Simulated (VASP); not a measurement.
# GaSb (F-43m) in VASP: a series of runs

The runs below take GaSb through single point, relaxation of cell and atoms, with PBE, RPBE+D3(BJ).

Everything below comes from runs of VASP 6.6.1. Logs are shortened: lines on timing, memory, paths and dates and some standing lists are left out, and cuts for length are marked.

**Experimental background.**

A printed reference work, data compilation reports, for a bulk crystal of GaSb at 4.2 K: band gap 0.811 eV (direct).

The results are compared with them further down.

## Step 1: The cell of the first run

Symmetry: F-43m, No. 216, cubic system. Conventional cell: a = 6.118 Å, b = 6.118 Å, c = 6.118 Å, α = 90.00°, β = 90.00°, γ = 90.00°. Sb (site symmetry -43m) has 4 Ga at 2.65 Å within 3.5 Å. Ga (site symmetry -43m) has 4 Sb at 2.65 Å within 3.5 Å.

## Step 2: Single point, PBE

INCAR

```
PREC = Accurate
ENCUT = 520
EDIFF = 1E-7
ISMEAR = 0
SIGMA = 0.016
LREAL = F
LASPH = T
NELM = 80
ALGO = Normal
ISIF = 2
LWAVE = F
LCHARG = T
GGA = PE
LELF = T
LVHAR = T
NBANDS = 16
```

KPOINTS

```
Automatic mesh
0
Gamma
  8 8 8
```

POSCAR

```
GaSb
1.0
    0.0000000000      3.0590000000      3.0590000000
    3.0590000000      0.0000000000      3.0590000000
    3.0590000000      3.0590000000      0.0000000000
Sb Ga
1 1
Direct
    0.7500000000      0.7500000000      0.7500000000
    0.0000000000      0.0000000000      0.0000000000
```

Potentials or basis: VASP PAW PBE potentials, release 64 (Sb, Ga_d).

On the command line:

```sh
$ cat potpaw_PBE.64/Sb/POTCAR potpaw_PBE.64/Ga_d/POTCAR > POTCAR
$ mpirun -np 1 vasp_std > vasp.out
```

OUTCAR:

```text
PREC = Accurate
   ENCUT = 520
   EDIFF = 1E-7
   ISMEAR = 0
   LREAL = F
   LASPH = T
   NELM = 80
   ISIF = 2
   GGA = PE

 ion  position               nearest neighbor table
   1  0.750  0.750  0.750-   2 2.65   2 2.65   2 2.65   2 2.65
   2  0.000  0.000  0.000-   1 2.65   1 2.65   1 2.65   1 2.65

  LATTYP: Found a face centered cubic cell.
 ALAT       =     6.1180000000

  Lattice vectors:

 A1 = (   0.0000000000,   3.0590000000,   3.0590000000)
 A2 = (   3.0590000000,   0.0000000000,   3.0590000000)
 A3 = (   3.0590000000,   3.0590000000,   0.0000000000)

Analysis of symmetry for initial positions (statically):
=====================================================================
 Subroutine PRICEL returns:
 Original cell was already a primitive cell.

 Routine SETGRP: Setting up the symmetry group for a
 face centered cubic supercell.

 Subroutine GETGRP returns: Found 24 space group operations
 (whereof 24 operations were pure point group operations)
 out of a pool of 48 trial point group operations.

The static configuration has the point symmetry T_d .

Analysis of symmetry for dynamics (positions and initial velocities):
=====================================================================
 Subroutine PRICEL returns:
 Original cell was already a primitive cell.

 Routine SETGRP: Setting up the symmetry group for a
 face centered cubic supercell.

 Subroutine GETGRP returns: Found 24 space group operations
 (whereof 24 operations were pure point group operations)
 out of a pool of 48 trial point group operations.

The dynamic configuration has the point symmetry T_d .

 Subroutine INISYM returns: Found 24 space group operations
 (whereof 24 operations are pure point group operations),
 and found     1 'primitive' translations

----------------------------------------------------------------------------------------

                                     Primitive cell

  volume of cell :      57.2491

  direct lattice vectors                    reciprocal lattice vectors
     0.000000000  3.059000000  3.059000000    -0.163452109  0.163452109  0.163452109
     3.059000000  0.000000000  3.059000000     0.163452109 -0.163452109  0.163452109
     3.059000000  3.059000000  0.000000000     0.163452109  0.163452109 -0.163452109

  length of vectors
     4.326079287  4.326079287  4.326079287     0.283107357  0.283107357  0.283107357

  position of ions in fractional coordinates (direct lattice)
     0.750000000  0.750000000  0.750000000
     0.000000000  0.000000000  0.000000000

  ion indices of the primitive-cell ions
   primitive index   ion index
                 1           1
                 2           2

----------------------------------------------------------------------------------------

 KPOINTS: Automatic mesh

Automatic generation of k-mesh.
 Grid dimensions read from file:
 generate k-points for:    8    8    8

 Generating k-lattice:

  Cartesian coordinates                     Fractional coordinates (reciprocal lattice)
    -0.020431514  0.020431514  0.020431514     0.125000000  0.000000000  0.000000000
     0.020431514 -0.020431514  0.020431514     0.000000000  0.125000000  0.000000000
     0.020431514  0.020431514 -0.020431514     0.000000000  0.000000000  0.125000000

  Length of vectors
     0.035388420  0.035388420  0.035388420

  Shift w.r.t. Gamma in fractional coordinates (k-lattice)
     0.000000000  0.000000000  0.000000000

 Subroutine IBZKPT returns following result:
 ===========================================

 Found     29 irreducible k-points:

 Following reciprocal coordinates:
            Coordinates               Weight
  0.000000  0.000000  0.000000      1.000000
  0.125000  0.000000  0.000000      8.000000
  0.250000  0.000000  0.000000      8.000000
  0.375000  0.000000  0.000000      8.000000
  0.500000  0.000000  0.000000      4.000000
  0.125000  0.125000  0.000000      6.000000
[... 16 lines left out ...]
  0.500000  0.250000  0.125000     48.000000
 -0.375000  0.250000  0.125000     24.000000
 [... further k-points ...]
   k-points           NKPTS =     29   k-points in BZ     NKDIM =     29   number of bands    NBANDS=     16
   number of dos      NEDOS =    301   number of ions     NIONS =      2
   total plane-waves  NPLWV =  32768
   dimension x,y,z NGX =    32 NGY =   32 NGZ =   32
   dimension x,y,z NGXF=    64 NGYF=   64 NGZF=   64
   ions per type =               1   1
   NGX,Y,Z   is equivalent  to a cutoff of  12.30, 12.30, 12.30 a.u.
   NGXF,Y,Z  is equivalent  to a cutoff of  24.59, 24.59, 24.59 a.u.
 SYSTEM =  unknown system
   PREC   = accura    normal or accurate (medium, high low for compatibility)
   ISTART =      0    job   : 0-new  1-cont  2-samecut
   ICHARG =      2    charge: 1-file 2-atom 10-const
   ISPIN  =      1    spin polarized calculation?
   LNONCOLLINEAR =      F non collinear calculations
   LSORBIT =      F    spin-orbit coupling
   LASPH  =      T    aspherical Exc in radial PAW
   ENCUT  =  520.0 eV  38.22 Ry    6.18 a.u.   8.04  8.04  8.04*2*pi/ulx,y,z
   NELM   =     80;   NELMIN=  2; NELMDL= -5     # of ELM steps
   EDIFF  = 0.1E-06   stopping-criterion for ELM
   LREAL  =      F    real-space projection
   EDIFFG = 0.1E-05   stopping-criterion for IOM
   NSW    =      0    number of steps for IOM
   IBRION =     -1    ionic relax: 0-MD 1-quasi-New 2-CG
   NFREE  =      0    steps in history (QN), initial steepest desc. (CG)
   ISIF   =      2    stress and relaxation
   ISYM   =      2    0-nonsym 1-usesym 2-fastsym
   POTIM  = 0.5000    time-step for ionic-motion
   TEBEG  =    0.0;   TEEND  =   0.0 temperature during run
   PSTRESS=    0.0 pullay stress
   NELECT =      18.0000    total number of electrons
   NUPDOWN=      -1.0000    fix difference up-down
   EMIN   =  10.00;   EMAX   =-10.00  energy-range for DOS
   EFERMI =   0.00;   METHOD = LEGACY
   ISMEAR =     0;   SIGMA  =   0.02  broadening in eV -4-tet -1-fermi 0-gaus
   EFERMI_NEDOS =   21; number of points for ismear=-14 and -15
   IALGO  =     38    algorithm
   IMIX   =      4    mixing-type and parameters
     AMIX     =   0.40;   BMIX     =  1.00
     AMIX_MAG =   1.60;   BMIX_MAG =  1.00
  volume/ion in A,a.u.               =      28.62       193.17
  Fermi-wavevector in a.u.,A,eV,Ry     =   1.113208  2.103657 16.860766  1.239231
  Thomas-Fermi vector in A             =   2.249790
   LORBIT       =      0    0 simple, 1 ext, 2 COOP (PROOUT), +10 PAW based schemes
   GGA     = PE    functional components
   LHFCALC =     F    Hartree Fock is set to
   AEXX    =    0.0000 exact exchange contribution
   IVDW    =     0    specifies the selected vdW correction
   LEPSILON=     F    determine dielectric tensor
   LRPA    =     F    only Hartree local field effects (RPA)
 non-spin polarized calculation
 Gauss-broadening in eV      SIGMA  =   0.02
  energy-cutoff  :      520.00
  volume of cell :       57.25
 maximum number of plane-waves:      1572
   NGX = 17   NGY = 17   NGZ = 17

 number of electron      17.9999986 magnetization

 Free energy of the ion-electron system (eV)
  ---------------------------------------------------
  ext. energy  EPLUGINS =         0.00000000
  ---------------------------------------------------
  free energy    TOTEN  =        -7.34582083 eV

  energy without entropy =       -7.34580381  energy(sigma->0) =       -7.34581232

 E-fermi :   4.8922     XC(G=0):  -9.0882

 val. band max:        4.8712874807   @ k =   0.0000   0.0000   0.0000
 cond. band min:       4.9070194442   @ k =   0.0000   0.0000   0.0000
 fundamental gap:      0.0357319634
 Fermi energy:         4.8922493254

 k-point     1 :       0.0000    0.0000    0.0000
  band No.  band energies     occupation
      1     -10.1661      2.00000
      2     -10.1661      2.00000
      3     -10.1661      2.00000
      4     -10.1164      2.00000
      5     -10.1164      2.00000
      6      -6.6051      2.00000
[... 8 lines left out ...]
     15      13.4626      0.00000
     16      13.4626      0.00000

 k-point     2 :       0.1250    0.0000    0.0000
  band No.  band energies     occupation
      1     -10.1702      2.00000
      2     -10.1642      2.00000
      3     -10.1642      2.00000
      4     -10.1166      2.00000
      5     -10.1166      2.00000
      6      -6.4452      2.00000
[... 8 lines left out ...]
     15      12.6684      0.00000
     16      12.6684      0.00000

 k-point     3 :       0.2500    0.0000    0.0000
  band No.  band energies     occupation
      1     -10.1800      2.00000
      2     -10.1602      2.00000
      3     -10.1602      2.00000
      4     -10.1168      2.00000
      5     -10.1168      2.00000
      6      -5.9897      2.00000
[... 8 lines left out ...]
     15      12.4541      0.00000
     16      12.4541      0.00000

 k-point     4 :       0.3750    0.0000    0.0000
  band No.  band energies     occupation
      1     -10.1897      2.00000
      2     -10.1566      2.00000
      3     -10.1566      2.00000
      4     -10.1164      2.00000
      5     -10.1164      2.00000
      6      -5.3579      2.00000
[... 8 lines left out ...]
     15      13.4095      0.00000
     16      13.4095      0.00000

 k-point     5 :       0.5000    0.0000    0.0000
  band No.  band energies     occupation
      1     -10.1936      2.00000
      2     -10.1553      2.00000
      3     -10.1553      2.00000
      4     -10.1161      2.00000
      5     -10.1161      2.00000
      6      -4.9806      2.00000
[... 8 lines left out ...]
     15      14.7642      0.00000
     16      14.7642      0.00000

 k-point     6 :       0.1250    0.1250    0.0000
  band No.  band energies     occupation
      1     -10.1735      2.00000
      2     -10.1626      2.00000
      3     -10.1626      2.00000
      4     -10.1178      2.00000
      5     -10.1158      2.00000
      6      -6.3911      2.00000
[... 8 lines left out ...]
     15      11.7913      0.00000
     16      13.6627      0.00000
[... 267 lines left out ...]
 k-point    21 :       0.5000    0.5000    0.0000
  band No.  band energies     occupation
      1     -10.2110      2.00000
      2     -10.1414      2.00000
      3     -10.1414      2.00000
      4     -10.1284      2.00000
      5     -10.1123      2.00000
      6      -4.1501      2.00000
[... 8 lines left out ...]
     15      15.6916      0.00000
     16      16.1659      0.00000

 k-point    22 :       0.3750    0.2500    0.1250
  band No.  band energies     occupation
      1     -10.1898      2.00000
      2     -10.1554      2.00000
      3     -10.1540      2.00000
      4     -10.1204      2.00000
      5     -10.1150      2.00000
      6      -5.5922      2.00000
[... 8 lines left out ...]
     15      13.9427      0.00000
     16      14.1647      0.00000

 k-point    23 :       0.5000    0.2500    0.1250
  band No.  band energies     occupation
      1     -10.1963      2.00000
      2     -10.1530      2.00000
      3     -10.1506      2.00000
      4     -10.1202      2.00000
      5     -10.1155      2.00000
      6      -4.9866      2.00000
[... 8 lines left out ...]
     15      13.6365      0.00000
     16      15.0433      0.00000

 k-point    24 :      -0.3750    0.2500    0.1250
  band No.  band energies     occupation
      1     -10.1987      2.00000
      2     -10.1523      2.00000
      3     -10.1493      2.00000
      4     -10.1194      2.00000
      5     -10.1162      2.00000
      6      -4.6266      2.00000
[... 8 lines left out ...]
     15      14.5292      0.00000
     16      15.0416      0.00000

 [... further k-points ...]
[... 5 lines left out ...]
  --------------------------------------------------------------------------------------
  -------------------------------------------------------------------------------------
  Total        0.8479412      0.8479412      0.8479412     -0.0000000      0.0000000     -0.0000000
  in kB       23.7305549     23.7305549     23.7305549     -0.0000000      0.0000000     -0.0000000
  external PRESSURE =      23.7305549 kB  Pullay stress =       0.0000000 kB

 VOLUME and BASIS-vectors are now :
 -----------------------------------------------------------------------------
  energy-cutoff  :      520.00
  volume of cell :       57.25
      direct lattice vectors                 reciprocal lattice vectors
     0.000000000  3.059000000  3.059000000    -0.163452109  0.163452109  0.163452109
     3.059000000  0.000000000  3.059000000     0.163452109 -0.163452109  0.163452109
     3.059000000  3.059000000  0.000000000     0.163452109  0.163452109 -0.163452109

 POSITION                                       TOTAL-FORCE (eV/Angst)
 -----------------------------------------------------------------------------------
      4.58850      4.58850      4.58850         0.000000      0.000000      0.000000
      0.00000      0.00000      0.00000        -0.000000     -0.000000     -0.000000
 -----------------------------------------------------------------------------------
    total drift:                               -0.000002     -0.000002     -0.000002

  FREE ENERGIE OF THE ION-ELECTRON SYSTEM (eV)
  ---------------------------------------------------
  free  energy   TOTEN  =        -7.3458208302 eV

  energy  without entropy=       -7.3458038062  energy(sigma->0) =       -7.34581232
```

Run time: 10 s. Hardware: 1 thread of Intel Xeon 6975P-C (Granite Rapids), shared host; peak memory 0.18 GiB.

Results:

```
Free energy            : -7.3458 eV
Pressure               : 2.4 GPa
Band gap on the k mesh : 0.04 eV, direct
```

Levels at points of the mesh, in eV from the valence-band top:
```tsv
k point	band 7	band 8	band 9	band 10	band 11	band 12
(0.00, 0.00, 0.00)	0.00	0.00	0.00	0.04	2.78	2.78
(0.50, 0.00, 0.00)	-6.37	-1.15	-1.15	0.40	3.75	3.75
(0.50, 0.50, 0.00)	-6.81	-2.57	-2.57	0.90	1.25	8.68
```

Caveat: spin-orbit coupling is left out, which moves the levels of the heavy elements.

## Step 3: Relaxation of cell and atoms, RPBE+D3(BJ)

INCAR

```
SYSTEM = GaSb
PREC     = Accurate       ! precision mode
ENCUT    = 600            ! plane-wave cutoff, eV
EDIFF    = 1E-6           ! SCF threshold, eV
ISMEAR   = -1             ! smearing method
SIGMA    = 0.05           ! smearing width, eV
LREAL    = .FALSE.        ! projectors in reciprocal space
LASPH    = .TRUE.         ! aspherical terms in the spheres
NELM     = 100            ! most SCF steps
ALGO     = Normal         ! electronic algorithm
ISIF     = 3              ! what is computed and relaxed
LWAVE    = .FALSE.        ! write WAVECAR
LCHARG   = .FALSE.        ! write CHGCAR
GGA      = RP             ! functional
IVDW     = 12             ! dispersion correction
IBRION   = 2              ! ionic algorithm
NSW      = 80             ! ionic steps
EDIFFG   = -0.01          ! ionic threshold
```

KPOINTS

```
regular mesh
0
G
  8 8 8
  0 0 0
```

POSCAR is that of step 2.

Potentials or basis: VASP PAW PBE potentials, release 64 (Sb, Ga_d).

On the command line:

```sh
$ cat potpaw_PBE.64/Sb/POTCAR potpaw_PBE.64/Ga_d/POTCAR > POTCAR
$ mpirun -np 1 vasp_std > vasp.out
```

Run time: 35 s. Hardware: 1 thread of Intel Xeon 6975P-C (Granite Rapids), shared host; peak memory 0.23 GiB.

It converged, with:

| Quantity | Value |
| --- | --- |
| Free energy | -9.7396 eV |
| Relaxed volume | 25.68 Å³/atom |
| Relaxed cell | a = 4.172 Å, b = 4.172 Å, c = 4.172 Å, α = 60.00°, β = 60.00°, γ = 60.00° |
| Space group after relaxing (to 0.05 Å) | F-43m (No. 216) |
| Energy gained by relaxing | 56.7 meV/atom |
| Ionic steps | 3 |
| Pressure after relaxing | 0.1 GPa |
| Band gap on the k mesh | 0.72 eV, indirect (least direct gap 0.94 eV) |
| Dispersion energy per atom | -1.684 eV |

The path:
```tsv
step	energy change (eV)	largest force (eV/Å)	pressure (GPa)	volume (Å³)
1	0.0000	0.0000	-5.57	57.25
2	-0.0968	0.0000	2.80	49.39
3	-0.1134	0.0000	0.06	51.35
```

Final structure:
```cif
data_structure
_symmetry_space_group_name_H-M 'P 1'
_symmetry_Int_Tables_number 1
_cell_length_a 4.1721
_cell_length_b 4.1721
_cell_length_c 4.1721
_cell_angle_alpha 60.000
_cell_angle_beta 60.000
_cell_angle_gamma 60.000
_cell_volume 51.35
loop_
_atom_site_label
_atom_site_type_symbol
_atom_site_fract_x
_atom_site_fract_y
_atom_site_fract_z
_atom_site_occupancy
Sb1 Sb 0.75000 0.75000 0.75000 1
Ga1 Ga 0.00000 0.00000 0.00000 1
```

Levels at points of the mesh, in eV from the valence-band top:
| k point | band 6 | band 7 | band 8 | band 9 | band 10 | band 11 | band 12 | band 13 |
| --- | --- | --- | --- | --- | --- | --- | --- | --- |
| (0.00, 0.00, 0.00) | -12.26 | 0.00 | 0.00 | 0.00 | 0.94 | 2.74 | 2.74 | 2.74 |
| (0.50, 0.00, 0.00) | -10.34 | -6.92 | -1.34 | -1.34 | 0.72 | 3.74 | 3.74 | 6.50 |
| (0.50, 0.50, 0.00) | -9.34 | -7.32 | -2.98 | -2.98 | 0.82 | 1.10 | 9.44 | 9.44 |

Caveat: the PAW data sets were made with another functional, which shifts forces and pressure a little; spin-orbit coupling is left out, which moves the levels of the heavy elements; the volume moved by -10 % from the deposited cell, more than functionals usually miss. A k mesh can miss the band edges.

## Step 4: Comparison with measurements

Step 2. Against the measured gap of GaSb, 0.811 eV (direct; 4.2 K; a printed reference work, data compilation), the calculated 0.04 eV is off by -0.78 eV. Spin-orbit coupling on Ga, Sb is left out. The value is that of PBE on a finite k mesh, which can miss the band edges, without temperature or zero-point motion. Semilocal functionals fall short of measured gaps as a rule.
